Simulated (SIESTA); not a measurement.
**VO2 under changes of volume**

One of the cells (10.308 Å³/atom); the others are scaled copies at fixed shape and fractional positions:

```
V O
1.0
     4.50720    0.00000    0.00000
     0.00000    4.50720    0.00000
     0.00000    0.00000    3.04445
V O
2 4
Direct
  0.50000 0.50000 0.50000
  0.00000 0.00000 0.00000
  0.20036 0.79964 0.50000
  0.79964 0.20036 0.50000
  0.70036 0.70036 0.00000
  0.29964 0.29964 0.00000
```

The cell is a database's computed one.

- Program: SIESTA 5.4.2
- Functional: PBE
- Potentials or basis: PseudoDojo 0.4 standard (PBE files)
- Basis: DZP (energy shift 0.003 Ry; two zetas on semicore shells)
- Grid cutoff: 800 Ry
- Energy shift: 0.003 Ry
- k mesh: 4 × 4 × 6
- Occupations: fermi-dirac, width 0.05 eV
- Spin: collinear spin, ferromagnetic start
- Starting moments: [2.0, 2.0, 0.0, 0.0, 0.0, 0.0] μB

| volume (Å³/atom) | energy over the lowest point (meV/atom) | pressure (GPa) | largest force (eV/Å) |
| --- | --- | --- | --- |
| 9.689 | 7.71 | 8.6 | 0.211 |
| 9.896 | 0.50 | 3.0 | 0.226 |
| 10.102 | 0.00 | -1.9 | 0.237 |
| 10.308 | 5.52 | -6.4 | 0.248 |
| 10.514 | 16.35 | -10.3 | 0.261 |
| 10.720 | ? | ? | ? |
| 10.926 | 51.77 | -16.9 | 0.279 |

Task: What does the run at 10.720 Å³/atom give?

Result: Energy over the lowest point 31.94 meV/atom; pressure -13.8 GPa; largest force 0.269 eV/Å.

Worked out: A Birch-Murnaghan fit of order 3 (a polynomial in V^(-2/3)) to the other rows has its minimum at 10.01 Å³/atom with B0 = V·E''(V) = 237 GPa and B' = 4.6 at fixed shape and positions, which overstates the stiffness. It gives 31.94 meV/atom at 10.720 Å³/atom, against the run's 31.94, and -dE/dV = -13.8 GPa, against -13.8.

Energies are extrapolated to zero smearing.

Caveats: the basis of atomic orbitals isn't converged, which shifts pressures, moduli and gaps.
